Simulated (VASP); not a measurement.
A run of VASP 6.6.1 is set up as follows.

The input INCAR:

```
SYSTEM = CoO
PREC = Accurate ; ENCUT = 600
EDIFF = 1E-6 ; ISMEAR = -1
SIGMA = 0.05 ; LREAL = .FALSE.
LASPH = .TRUE. ; NELM = 100
ALGO = Normal ; ISIF = 3
LWAVE = .FALSE. ; LCHARG = .FALSE.
ISPIN = 2 ; MAGMOM = 2 0
LORBIT = 11 ; LMAXMIX = 4
GGA = PE ; IBRION = 2
NSW = 40 ; EDIFFG = -0.02
PSTRESS = 100
```

KPOINTS

```
regular mesh
0
G
  9 9 9
  0 0 0
```

File POSCAR:

```
CoO
1.0
   -1.5080004400      1.5080004400      2.1072503600
    1.5080004400     -1.5080004400      2.1072503600
    1.5080004400      1.5080004400     -2.1072503600
Co O
1 1
Direct
    0.0000000000      0.0000000000      0.0000000000
    0.5000000000      0.5000000000      0.0000000000
```

Potentials or basis: VASP PAW PBE potentials, release 64 (Co, O).

The run is started by

```console
$ cat potpaw_PBE.64/Co/POTCAR potpaw_PBE.64/O/POTCAR > POTCAR
$ mpirun -np 1 vasp_std > vasp.out
```

**Question.** Predict the space group after relaxing (to 0.05 Å).

**Answer.** Fm-3m (No. 225).

**Question.** What does it give for the relaxed volume?

**Answer.** 9.03 Å³/atom.

**Question.** Predict the site moments.

**Answer.** Co +2.42; O +0.25 μB.

**Question.** What does it give for the band gap on the k mesh?

**Answer.** None (metal or under the smearing width).

Final structure:
```
Co O
1.0
    -1.47271    1.47271    2.08208
     1.47271   -1.47271    2.08208
     1.47271    1.47271   -2.08208
Co O
1 1
Direct
  0.00000 0.00000 0.00000
  0.50000 0.50000 0.00000
```

Caveat: the cell is relaxed towards a set pressure, so the enthalpy falls and the energy may rise; a cell with one magnetic atom can't hold antiferromagnetic order, which such compounds often take; semilocal functionals often make such compounds metallic where correlation or magnetic order opens a gap, which also shifts bond lengths. With open d or f shells a metallic result of PBE can be an artefact of self-interaction; +U or a hybrid may open a gap.
